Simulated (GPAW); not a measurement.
# ZnSe (Stilleite) (F-43m) in GPAW: further runs

One crystal, ZnSe (Stilleite), is run at these levels: SOGGA, BLYP+D3(BJ), RPBE, BP86+D3(BJ); tasks: band structure, equation of state.

Everything below comes from runs of GPAW 26.7.0. Logs are shortened: lines on timing, memory, paths and dates and some standing lists are left out, and cuts for length are marked. The log counts tension as positive stress, the text compression.

**The experiment to reproduce.**

“Alloy Disordering Effects on the Thermal Conductivity and Energy Gap Temperature Dependence of Cd1−xZnxSe Ternary Crystals Grown by the Bridgman Method”, 2023, pmc:10253836 reports, for a bulk crystal of ZnSe at 300 K: band gap 2.695 ± 0.003 eV (an exciton energy, a little under the gap).

The runs below are set against these values where they give the same quantity.

## Step 1: Starting point

It takes space group F-43m (No. 216, cubic). The conventional cell has a = 5.668 Å, b = 5.668 Å, c = 5.668 Å, α = 90.00°, β = 90.00°, γ = 90.00°. Around Se (site symmetry -43m) lie 4 Zn at 2.45 Å. Around Zn (site symmetry -43m) lie 4 Se at 2.45 Å.

## Step 2: Band structure, SOGGA, spin-orbit coupling, no magnetisation

run.py

```python
import numpy as np
from ase import Atoms
from ase.dft.bandgap import bandgap
from ase.io import write
from ase.units import GPa
from gpaw import GPAW, PW, setup_paths
from gpaw.spinorbit import soc_eigenstates

setup_paths.insert(0, '.')

atoms = Atoms(['Se', 'Zn'],
              cell=[[0.0, 2.8338, 2.8338],
                    [2.8338, 0.0, 2.8338],
                    [2.8338, 2.8338, 0.0]],
              scaled_positions=[[0.75, 0.75, 0.75],
                                [0.0, 0.0, 0.0]],
              pbc=True)

calc = GPAW(mode=PW(600),
            xc='GGA_X_SOGGA+GGA_C_PBE_SOL',
            kpts={'size': (7, 7, 7), 'gamma': True},
            occupations={'name': 'fermi-dirac', 'width': 0.05},
            nbands=18,
            convergence={'density': 1e-05, 'energy': 1e-05},
            maxiter=150,
            txt='gpaw.txt')
atoms.calc = calc
energy = atoms.get_potential_energy()
forces = atoms.get_forces()
stress = atoms.get_stress()
calc.write('gs.gpw')
write('result.traj', atoms)
print(f'Energy: {energy:.6f} eV')
print('Forces (eV/A):')
print(forces.round(4))
print('Stress (GPa):', (stress / GPa).round(3))
print('Fermi level:', round(calc.get_fermi_level(), 4), 'eV')
print(f'Gap: {bandgap(calc)[0]:.4f} eV, direct: {bandgap(calc, direct=True)[0]:.4f} eV')

path = atoms.cell.bandpath('GXWKGLUWLK,UX', npoints=80, eps=1e-4)
bs_calc = calc.fixed_density(kpts=path, symmetry='off', nbands=29,
                             convergence={'bands': 'CBM+6.0', 'eigenstates': 1e-6}, txt='bands.txt')
bs = bs_calc.band_structure()
bs.write('bs.json')
print(f'Gap on the path: {bandgap(bs_calc)[0]:.4f} eV')

soc = soc_eigenstates(bs_calc, theta=0, phi=0)
np.savetxt('soc_bands.dat', soc.eigenvalues(), fmt='%.4f')
mesh = soc_eigenstates('gs.gpw', theta=0, phi=0)
np.savetxt('soc_mesh.dat', mesh.eigenvalues(), fmt='%.4f')
print('Fermi level with spin-orbit coupling:', round(mesh.fermi_level, 4), 'eV')
```

Potentials or basis: PAW data sets generated in the run's folder for this functional, pw.

Launch:

```sh
> gpaw-setup -f GGA_X_SOGGA+GGA_C_PBE_SOL Se Zn
> OMP_NUM_THREADS=1 python run.py
```

gpaw.txt:

```text
__  _  _
 | _ |_)|_||  |
 |__||  | ||/\| - 26.7.0

Input parameters:
  mode=PW(ecut=600.0),
  convergence={'density': 1e-05, 'energy': 1e-05},
  kpts=MonkhorstPack(size=(7, 7, 7), gamma=True),
  maxiter=150,
  nbands=18,
  occupations=Occupations(name='fermi-dirac', width=0.05),
  xc=XC(name='GGA_X_SOGGA+GGA_C_PBE_SOL')

Diagonalizing LCAO Hamiltonian
Converting LCAO to pw mode

                    Se

       Zn

Atoms  # Å, Bohr magnetons
|   | symbol |        x |        y |        z |    initial magnetic moments |
|---|--------|----------|----------|----------|-----------------------------|
| 0 |     Se | 4.250700 | 4.250700 | 4.250700 | ( 0.0000,  0.0000,  0.0000) |
| 1 |     Zn | 0.000000 | 0.000000 | 0.000000 | ( 0.0000,  0.0000,  0.0000) |

Unit cell  # Å
| periodic |        x |        y |        z |  lengths |    angles |
|----------|----------|----------|----------|----------|-----------|
|      yes | 0.000000 | 2.833800 | 2.833800 | 4.007598 | 60.000000 |
|      yes | 2.833800 | 0.000000 | 2.833800 | 4.007598 | 60.000000 |
|      yes | 2.833800 | 2.833800 | 0.000000 | 4.007598 | 60.000000 |

Number of symmetries: 24
Symmetry operations  # r_c * U_cc + t_c -> r_c
|    | kind |            matrix            |
|----|------|------------------------------|
|  0 |  E   |  1, 0, 0,  0, 1, 0,  0, 0, 1 |
|  1 |  σ   |  1, 0, 0,  0, 0, 1,  0, 1, 0 |
|  2 |  σ   |  1, 0,-1,  0, 1,-1,  0, 0,-1 |
|  3 |  C3  |  1, 0,-1,  0, 0,-1,  0, 1,-1 |
|  4 |  C3  |  1,-1, 0,  0,-1, 1,  0,-1, 0 |
|  5 |  σ   |  1,-1, 0,  0,-1, 0,  0,-1, 1 |
|  6 |  σ   |  0, 1, 0,  1, 0, 0,  0, 0, 1 |
|  7 |  C3  |  0, 1, 0,  0, 0, 1,  1, 0, 0 |
|  8 |  C2  |  0, 1,-1,  1, 0,-1,  0, 0,-1 |
|  9 |  S4  |  0, 1,-1,  0, 0,-1,  1, 0,-1 |
| 10 |  C3  |  0, 0, 1,  1, 0, 0,  0, 1, 0 |
| 11 |  σ   |  0, 0, 1,  0, 1, 0,  1, 0, 0 |
| 12 |  S4  |  0, 0,-1,  1, 0,-1,  0, 1,-1 |
| 13 |  C3  |  0, 0,-1,  0, 1,-1,  1, 0,-1 |
| 14 |  S4  |  0,-1, 1,  1,-1, 0,  0,-1, 0 |
| 15 |  C2  |  0,-1, 1,  0,-1, 0,  1,-1, 0 |
| 16 |  C3  |  0,-1, 0,  1,-1, 0,  0,-1, 1 |
| 17 |  S4  |  0,-1, 0,  0,-1, 1,  1,-1, 0 |
| 18 |  S4  | -1, 1, 0, -1, 0, 1, -1, 0, 0 |
| 19 |  C3  | -1, 1, 0, -1, 0, 0, -1, 0, 1 |
| 20 |  C3  | -1, 0, 1, -1, 1, 0, -1, 0, 0 |
| 21 |  S4  | -1, 0, 1, -1, 0, 0, -1, 1, 0 |
| 22 |  σ   | -1, 0, 0, -1, 1, 0, -1, 0, 1 |
| 23 |  C2  | -1, 0, 0, -1, 0, 1, -1, 1, 0 |

BZ-sampling:
  Number of BZ points: 343
  Number of IBZ points: 20

  Monkhorst-Pack size: [7, 7, 7]
  Monkhorst-Pack shift: [0, 0, 0]

K-points  # in reciprocal-cell coordinates
|     |                                coordinates |     weight |
|-----|--------------------------------------------|------------|
|   0 | (  0.00000000,   0.00000000,   0.00000000) | 0.00291545 |
|   1 | (  0.14285714,   0.14285714,   0.00000000) | 0.01749271 |
|   2 | (  0.14285714,   0.14285714,   0.14285714) | 0.02332362 |
|   3 | (  0.28571429,   0.14285714,   0.14285714) | 0.03498542 |
|   4 | (  0.28571429,   0.28571429,   0.00000000) | 0.01749271 |
|   5 | (  0.28571429,   0.28571429,   0.14285714) | 0.06997085 |
|   6 | (  0.28571429,   0.28571429,   0.28571429) | 0.02332362 |
|   7 | (  0.42857143,  -0.28571429,  -0.28571429) | 0.03498542 |
|   8 | (  0.42857143,   0.28571429,  -0.42857143) | 0.13994169 |
|   9 | (  0.42857143,   0.28571429,  -0.28571429) | 0.06997085 |
| ... |                                            |            |
|  19 | (  0.42857143,   0.42857143,   0.42857143) | 0.02332362 |

Plane wave coefficients: 1532
Cutoff: 600.0 eV

Spin-components: 1 (collinear spins)
Bands:           18
Projectors:      11
Spin-degeneracy: 2
Datatype:        complex128

Parallelization:
  kpt:    1
  domain: 1
  band:   1

Density:
  Valence electrons: 18.0
  Components: 1
  Grid points: [24 24 24]
  Charge: 0.0  # |e|

Potential:
  Grid points: [24 24 24]

species:
  Se:
    name:    Selenium
    Z:       34.0
    valence: 6
    core:    28
    charge:  0.0  # [|e|]
    compensation charges:
      type: gauss
      rc: 0.27  # [Å]
      lmax: 2
    cutoffs:
      filter: 1.77  # [Å]
      core: 2.67  # [Å]
    projectors
    | kind |    occ | energy [eV] | rcut [Å] |
    |------|--------|-------------|----------|
    |   4s |  2.000 |     -17.294 |    0.847 |
    |   4p |  4.000 |      -6.521 |    1.005 |
    |    s |        |       9.918 |    0.847 |
    |    p |        |      20.690 |    1.005 |
    |    d |        |       0.000 |    0.847 |

    Using partial waves for Se as LCAO basis

  Zn:
    name:    Zinc
    Z:       30.0
    valence: 12
    core:    18
    charge:  0.0  # [|e|]
    compensation charges:
      type: gauss
      rc: 0.37  # [Å]
      lmax: 2
    cutoffs:
      filter: 2.14  # [Å]
      core: 2.28  # [Å]
    projectors
    | kind |    occ | energy [eV] | rcut [Å] |
    |------|--------|-------------|----------|
    |   4s |  2.000 |      -6.008 |    1.286 |
    |   4p |  0.000 |      -1.090 |    1.270 |
    |   3d | 10.000 |     -10.182 |    1.180 |
    |    s |        |      21.203 |    1.286 |
    |    p |        |      26.121 |    1.270 |
    |    d |        |      17.029 |    1.180 |

    Using partial waves for Zn as LCAO basis

Reference energy: -114880.290878  # eV

eigensolver:
  PPCG
  Converge bands: occupied
  niter=2

density mixing:
  MSR1-Mixer
  Pratt-step length: 0.05
  Maximum mixing coefficient: 0.75
  Old densities: 10
  SVD Regularization: 0.005
  Good broyden scale: 1.0
  Trust region scale: 1.0
  Backstep threshold: 4.0
  History deletion threshold: 6.0
  Fourier metric: weight=20.0, sigma=0.015

occupation numbers:
  Fermi-Dirac:
    width: 0.0500  # eV

poisson solver:
  ecut: 4800.0  # eV

xc functional:
  name: GGA_X_SOGGA+GGA_C_PBE_SOL with 2 nearest neighbor stencil

convergence criteria:
- Maximum integral of absolute [dens]ity change: 1e-05 electrons / valence electron
- Maximum [total energy] change in last 3 cyles: 1e-05 eV / valence electron
- Maximum integral of absolute [eigenst]ate change: 4e-08 eV^2 / valence electron
maximum number of iterations: 150

SCF iterations
|iter     | |      energy | eigst |  dens |
|---------|-|-------------|-------|-------|
|iter:   1| |   -7.175424 | -0.24 |       |
|iter:   2| |   -7.118434 | -2.19 | -1.26 |
|iter:   3| |   -6.938228 | -1.68 | -1.31 |
|iter:   4| |   -6.936482 | -2.73 | -1.84 |
|iter:   5| |   -6.937165 | -3.99 | -2.34 |
|iter:   6| |   -6.937170 | -4.76 | -3.16 |
|iter:   7| |   -6.937185c| -5.78 | -3.60 |
|iter:   8| |   -6.937188c| -6.49 | -4.06 |
|iter:   9| |   -6.937188c| -7.56c| -5.24c|

Converged in 9 steps
Energy contributions relative to reference atoms: (reference = -114880.290878)

Energy contributions:
  Kinetic:           9.939031
  Coulomb:          -8.426321
  Zero:             -0.040629
  External:          0.000000
  Xc:               -8.409268
  Entropy:          -0.000000
  Spinorbit:         0.000000
  ----------------------------
  Free energy:      -6.937188
  Extrapolated:     -6.937188

dipole moment: (-7.092825, -7.092825, -7.092825)  # |e|*Ang

Fermi level: 4.347
Eigenvalues  # (at kpt = [0.000, 0.000, 0.000])
| band index |      eig [eV] | occ [0-2] |
|------------|---------------|-----------|
|          0 |        -9.541 |     2.000 |
|          1 |        -2.804 |     2.000 |
|          2 |        -2.804 |     2.000 |
|          3 |        -2.804 |     2.000 |
|          4 |        -2.438 |     2.000 |
|          5 |        -2.438 |     2.000 |
[... 10 lines left out ...]
|         16 |        16.647 |     0.000 |
|         17 |        16.647 |     0.000 |

Gap: 1.166 eV
Transition (v -> c):
  (s=0, k=0, n=8, [0.00, 0.00, 0.00]) -> (s=0, k=0, n=9, [0.00, 0.00, 0.00])
No difference between direct/indirect transitions

Forces  # eV/Ang
|        x |        y |       z |
|----------|----------|---------|
|  0.00000 | -0.00000 | 0.00000 |  # Se   0
| -0.00000 |  0.00000 | 0.00000 |  # Zn   1

Stress tensor  # eV/Ang^3
|        x |         y |         z |
|----------|-----------|-----------|
| 0.008154 |  0.000000 |  0.000000 |
| 0.000000 |  0.008154 | -0.000000 |
| 0.000000 | -0.000000 |  0.008154 |

# Writing to gs.gpw (mode='')
```

Wall time 29 s (1 thread of Intel Xeon 6975P-C (Granite Rapids), shared host); peak memory 0.28 GiB.

What came out:

```yaml
Free_energy: -6.9372 eV
Pressure: -1.3 GPa
Band_gap_on_the_k_mesh: 1.03 eV, direct
Band_gap_along_the_path: 1.03 eV, direct
```

Levels at the corners of the path, in eV from the valence-band top:
```
point  band 16  band 17  band 18  band 19  band 20  band 21
    Γ     0.00     0.00     0.00     1.03     1.03     5.51
    X    -2.43    -2.25    -2.25     2.70     2.70     3.24
    W    -2.86    -2.82    -2.80     5.15     5.22     5.36
    K    -3.21    -1.94    -1.94     3.33     3.34     5.33
    Γ     0.00     0.00     0.00     1.03     1.03     5.51
    L    -1.13    -0.89    -0.89     2.31     2.31     6.14
    U    -3.21    -1.94    -1.94     3.33     3.34     5.33
    W    -2.86    -2.82    -2.80     5.15     5.22     5.36
    L    -1.13    -0.89    -0.89     2.31     2.31     6.14
    K    -3.21    -1.94    -1.94     3.33     3.34     5.33
    U    -3.21    -1.94    -1.94     3.33     3.34     5.33
    X    -2.43    -2.25    -2.25     2.70     2.70     3.24
```

Caveat: spin-orbit coupling was added after a scalar SCF, so levels and gaps hold it while energy, forces, pressure and moments don't; this program's spin-orbit splittings come out too wide for heavy elements.

## Step 3: Equation of state, BLYP+D3(BJ)

run.py

```python
from ase.calculators.mixing import SumCalculator
from ase.eos import EquationOfState
from ase.io import Trajectory, read
from ase.units import GPa
from dftd3.ase import DFTD3
from gpaw import GPAW, PW, setup_paths

setup_paths.insert(0, '.')

atoms = read('ZnSe.cif')

traj = Trajectory('eos.traj', 'w')
volumes, energies = [], []
for x in [0.94, 0.96, 0.98, 1.0, 1.02, 1.04, 1.06]:
    a = atoms.copy()
    a.set_cell(atoms.cell * x**(1 / 3), scale_atoms=True)
    calc = GPAW(mode=PW(600),
                xc='BLYP',
                kpts={'size': (7, 7, 7), 'gamma': True},
                occupations={'name': 'fermi-dirac', 'width': 0.05},
                nbands=18,
                convergence={'density': 1e-05, 'energy': 1e-05},
                eigensolver='davidson',
                maxiter=150,
                txt=f'eos-{x:.2f}.txt')
    a.calc = SumCalculator([calc, DFTD3(method='blyp', damping='d3bj')])
    energies.append(a.get_potential_energy())
    volumes.append(a.get_volume())
    p = -a.get_stress()[:3].mean() / GPa
    calc.write(f'eos-{x:.2f}.gpw')
    traj.write(a)
    print(f'{x:.2f} {volumes[-1]:10.4f} A^3 {energies[-1]:14.6f} eV {p:9.3f} GPa', flush=True)

v0, e0, B = EquationOfState(volumes, energies, eos='birchmurnaghan').fit()
print(f'V0 = {v0:.4f} A^3, E0 = {e0:.6f} eV, B0 = {B / GPa:.2f} GPa')
```

ZnSe.cif

```cif
data_ZnSe
_cell_length_a 4.00759839
_cell_length_b 4.00759839
_cell_length_c 4.00759839
_cell_angle_alpha 60.00000000
_cell_angle_beta 60.00000000
_cell_angle_gamma 60.00000000
_space_group_name_H-M_alt 'P1'
_space_group_name_Hall 'P 1'
_space_group_IT_number 1
loop_
_space_group_symop_operation_xyz
'x,y,z'
loop_
_atom_site_label
_atom_site_type_symbol
_atom_site_symmetry_multiplicity
_atom_site_Wyckoff_symbol
_atom_site_fract_x
_atom_site_fract_y
_atom_site_fract_z
_atom_site_occupancy
Se1 Se 1 a 0.7500000000 0.7500000000 0.7500000000 1
Zn1 Zn 1 a 0.0000000000 0.0000000000 0.0000000000 1
```

Potentials or basis: PAW data sets generated in the run's folder for this functional, pw.

Launch:

```sh
> gpaw-setup -f BLYP Se Zn
> OMP_NUM_THREADS=1 python run.py
```

Log:

```text
__  _  _
 | _ |_)|_||  |
 |__||  | ||/\| - 26.7.0

Input parameters:
  mode=PW(ecut=600.0),
  convergence={'density': 1e-05, 'energy': 1e-05},
  eigensolver=Davidson(niter=2),
  kpts=MonkhorstPack(size=(7, 7, 7), gamma=True),
  maxiter=150,
  nbands=18,
  occupations=Occupations(name='fermi-dirac', width=0.05),
  xc=XC(name='BLYP')

Diagonalizing LCAO Hamiltonian
Converting LCAO to pw mode

                        Se

       Zn

Atoms  # Å, Bohr magnetons
|   | symbol |        x |        y |        z |    initial magnetic moments |
|---|--------|----------|----------|----------|-----------------------------|
| 0 |     Se | 5.888682 | 3.399832 | 2.404044 | ( 0.0000,  0.0000,  0.0000) |
| 1 |     Zn | 0.000000 | 0.000000 | 0.000000 | ( 0.0000,  0.0000,  0.0000) |

Unit cell  # Å
| periodic |        x |        y |        z |  lengths |    angles |
[... 170 lines left out ...]
|iter:   3| |   -4.874386 | -1.41 | -1.25 |
|iter:   4| |   -4.843029 | -2.01 | -1.78 |
|iter:   5| |   -4.836582 | -3.00 | -2.08 |
|iter:   6| |   -4.836850 | -3.85 | -2.51 |
|iter:   7| |   -4.836842 | -5.51 | -3.49 |
|iter:   8| |   -4.836845c| -5.95 | -3.87 |
|iter:   9| |   -4.836844c| -6.91 | -4.36 |
|iter:  10| |   -4.836844c| -8.04c| -5.16c|

Converged in 10 steps
Energy contributions relative to reference atoms: (reference = -114986.655317)

Energy contributions:
  Kinetic:          25.090412
  Coulomb:         -21.467005
  Zero:             -0.003632
  External:          0.000000
  Xc:               -8.456618
  Entropy:          -0.000000
  Spinorbit:         0.000000
  ----------------------------
  Free energy:      -4.836844
  Extrapolated:     -4.836844

dipole moment: (-9.767715, -5.639393, -3.987653)  # |e|*Ang

Fermi level: 5.741
Eigenvalues  # (at kpt = [0.000, 0.000, 0.000])
| band index |      eig [eV] | occ [0-2] |
|------------|---------------|-----------|
|          0 |        -8.741 |     2.000 |
|          1 |        -1.881 |     2.000 |
|          2 |        -1.881 |     2.000 |
|          3 |        -1.881 |     2.000 |
|          4 |        -1.458 |     2.000 |
|          5 |        -1.458 |     2.000 |
[... 10 lines left out ...]
|         16 |        18.344 |     0.000 |
|         17 |        18.345 |     0.000 |

Gap: 1.520 eV
Transition (v -> c):
  (s=0, k=0, n=8, [0.00, 0.00, 0.00]) -> (s=0, k=0, n=9, [0.00, 0.00, 0.00])
No difference between direct/indirect transitions

Stress tensor  # eV/Ang^3
|         x |         y |         z |
|-----------|-----------|-----------|
| -0.062941 |  0.000000 | -0.000000 |
|  0.000000 | -0.062941 |  0.000000 |
|  0.000000 |  0.000000 | -0.062941 |

# Writing to eos-0.94.gpw (mode='')
```

stdout:

```text
0.94    42.7824 A^3      -6.374268 eV     3.538 GPa
0.96    43.6927 A^3      -6.389797 eV     1.933 GPa
0.98    44.6030 A^3      -6.396705 eV     0.501 GPa
1.00    45.5132 A^3      -6.395906 eV    -0.776 GPa
1.02    46.4235 A^3      -6.388277 eV    -1.916 GPa
1.04    47.3338 A^3      -6.374508 eV    -2.931 GPa
1.06    48.2440 A^3      -6.355282 eV    -3.838 GPa
V0 = 44.9559 A^3, E0 = -6.397261 eV, B0 = 63.87 GPa
```

It took 41 s on 1 thread of Intel Xeon 6975P-C (Granite Rapids), shared host; peak memory 0.24 GiB.

What came out:

```
Equilibrium volume                      : 22.48 Å³/atom
Bulk modulus                            : 64 GPa
Pressure derivative of the bulk modulus : 4.6
```

Energy against volume, from the lowest point:
| volume (Å³/atom) | energy (meV/atom) |
| --- | --- |
| 21.391 | 11.22 |
| 21.846 | 3.45 |
| 22.301 | 0.00 |
| 22.757 | 0.40 |
| 23.212 | 4.21 |
| 23.667 | 11.10 |
| 24.122 | 20.71 |

(Continued in part 2 of 2.)
